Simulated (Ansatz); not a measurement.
# SiC: do the settings matter for the field gradients?

Cell: an entry of the Crystallography Open Database (COD), its atoms then relaxed with PBE in this cell.

```cif
data_SiC
_symmetry_space_group_name_H-M 'P6_3mc'
_symmetry_Int_Tables_number 186
_cell_length_a 3.0950
_cell_length_b 3.0950
_cell_length_c 15.1700
_cell_angle_alpha 90.000
_cell_angle_beta 90.000
_cell_angle_gamma 120.000
loop_
_atom_site_label
_atom_site_type_symbol
_atom_site_symmetry_multiplicity
_atom_site_Wyckoff_symbol
_atom_site_fract_x
_atom_site_fract_y
_atom_site_fract_z
Si1 Si 2 a 0.0000 0.0000 0.1250
Si3 Si 2 b 0.3333 0.6667 0.2918
Si5 Si 2 b 0.3333 0.6667 0.9583
C7 C 2 a 0.0000 0.0000 0.9997
C9 C 2 b 0.3333 0.6667 0.1668
C11 C 2 b 0.3333 0.6667 0.8333
```

One atom of each set is listed.

Reference run. Method: Kohn–Sham DFT in Ansatz, PBE, plane waves and PAW (field gradients read without the response of the frozen cores, which leaves them typically 4 to 6 % off), scalar-relativistic, 420 eV cutoff, Γ-centred 10×10×2 k-points, Fermi–Dirac smearing 0.02 eV.

(1) The input is changed as follows: `scf.n_extra_bands`: not typed → 16; `kpoints.mp_grid.grid`: [10, 10, 2] → [15, 15, 3]; `basis.ecutwfc`: not typed → 450 eV. What happens to V_zz (10²¹ V/m²) and η?

## Answers

(1) 

```json
{"site": "Si1", "V_zz reference": "-0.093", "η reference": "0.00", "V_zz changed": "-0.094", "η changed": "0.00"}
{"site": "Si3", "V_zz reference": "0.16", "η reference": "0.00", "V_zz changed": "0.16", "η changed": "0.00"}
{"site": "Si5", "V_zz reference": "0.20", "η reference": "0.00", "V_zz changed": "0.20", "η changed": "0.00"}
{"site": "C7", "V_zz reference": "0.18", "η reference": "0.00", "V_zz changed": "0.18", "η changed": "0.00"}
{"site": "C9", "V_zz reference": "0.036", "η reference": "0.00", "V_zz changed": "0.035", "η changed": "0.00"}
```

No V_zz moves by more than 0.01. Sites with |V_zz| of 0.02 or less aren't listed.
